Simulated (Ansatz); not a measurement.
**N vacancy in AlN**

Level of theory: PBEsol, collinear spin, scalar-relativistic; Ansatz, plane waves to 420 eV (PAW set soft_2), k-mesh 2×2×2 shifted by half a step.

The relaxed host crystal (Kohn–Sham gap 4.09 eV over the whole zone):

```yaml
crystal:
  lattice:
    - [3.11378, 0.00000, 0.00000]
    - [-1.55689, 2.69661, 0.00000]
    - [0.00000, 0.00000, 4.98365]
  atoms:
    - { symbol: Al, position: [0.66667, 0.33333, 0.49902] }
    - { symbol: Al, position: [0.33333, 0.66667, 0.99902] }
    - { symbol: N, position: [0.66667, 0.33333, 0.88098] }
    - { symbol: N, position: [0.33333, 0.66667, 0.38098] }
```

Supercell of 36 atoms, rows of the matrix [[2,1,-1],[-1,-2,-1],[-1,1,-1]] times the cell vectors; N vacancy at (0.667, 0.333, 0.881) in fractions of the cell above. Atoms are relaxed at the host's cell, from a start shaken by 0.03 Å near the defect; charged cells sit in a uniform background.

Nearest atoms to the empty N site: in the perfect crystal Al 1.89 Å, Al 1.89 Å, Al 1.89 Å, Al 1.90 Å; charge +3: Al 2.25 Å, Al 2.25 Å, Al 2.25 Å, Al 2.52 Å; charge +1: Al 1.93 Å, Al 1.93 Å, Al 1.93 Å, Al 1.98 Å; charge 0: Al 1.84 Å, Al 1.86 Å, Al 1.86 Å, Al 1.90 Å.

| charge | moment of the cell (μB) | gap of the cell on the mesh (eV) | carriers |
| --- | --- | --- | --- |
| +3 | 0.00 | 2.07 | none in the bands |
| +1 | 0.00 | 3.37 | none in the bands |
| 0 | 1.00 | 0.43 | none in the bands |

On this mesh the host's own supercell has a gap of 5.15 eV.

Formation energy of the neutral defect: 6.00 eV, taking atoms from and to the elements' standard states (no corrections for gases), so it belongs to those chemical potentials alone.

Caveats: at charge +3: net starting moment lost; at charge +1: net starting moment lost; semilocal functionals make gaps too small, which shifts levels too; small supercell, so energies and levels can be off by tenths of an eV; one random start near the defect, so other minima are possible.

Removing electrons from the nitrogen vacancy drives its Al neighbours outward, from 1.84–1.90 Å in the neutral state to 1.93–1.98 Å at +1 and 2.25–2.52 Å at +3. The vacancy leaves three electrons in Al dangling-bond orbitals. Two fill a symmetric combination that bonds the Al atoms across the empty site, and the third occupies a higher defect state, consistent with the neutral moment of 1.00 μB. Ionisation to +1 removes this unpaired electron but probably keeps the bonding pair, so the outward shift is modest. At +3 the pair is gone too, and repulsion between the exposed cations, together with their attraction to the remaining N neighbours, explains the much larger expansion. The small neutral gap of 0.43 eV probably separates the singly occupied state from a nearby empty defect state, so it isn't a donor ionisation energy. Without formation energies for the charged states, the results don't establish which charge state is favoured at a given Fermi level.
